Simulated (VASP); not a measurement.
A run of VASP 6.6.1 is set up as follows.

Contents of INCAR:

```
SYSTEM = MgO
PREC = Accurate
ENCUT = 520
EDIFF = 1E-6
ISMEAR = 0
SIGMA = 0.01
LREAL = .FALSE.
LASPH = .TRUE.
NELM = 100
ALGO = Fast
ISIF = 2
LWAVE = .FALSE.
LCHARG = .FALSE.
NBANDS = 16
```

The input KPOINTS:

```
regular mesh
0
G
  5 5 3
  0 0 0
```

The input POSCAR:

```
MgO
1.0
    3.3077869900      0.0000000000      0.0000000000
   -1.6538934900      2.8646275600      0.0000000000
    0.0000000000      0.0000000000      4.9828816700
Mg O
2 2
Direct
    0.3333333333      0.6666666667      0.0021597400
    0.6666666667      0.3333333333      0.5021597400
    0.3333333333      0.6666666667      0.4024402600
    0.6666666667      0.3333333333      0.9024402600
```

Potentials or basis: VASP PAW LDA potentials, release 64 (Mg, O).

Command:

```sh
$ cat potpaw_LDA.64/Mg/POTCAR potpaw_LDA.64/O/POTCAR > POTCAR
$ mpirun -np 1 vasp_std > vasp.out
```

Question: Predict the largest force.

Answer: 0.048 eV/Å.

Question: Estimate the band gap on the k mesh.

Answer: 3.36 eV, direct.

Question: What does it give for the pressure?

Answer: -5.3 GPa.

Stress tensor (GPa, compression positive):
```
-5.56  0.00  0.00
 0.00 -5.56  0.00
 0.00  0.00 -4.86
```

Caveat: the k mesh is coarse (spacing up to 0.44 Å⁻¹), so the values aren't converged.
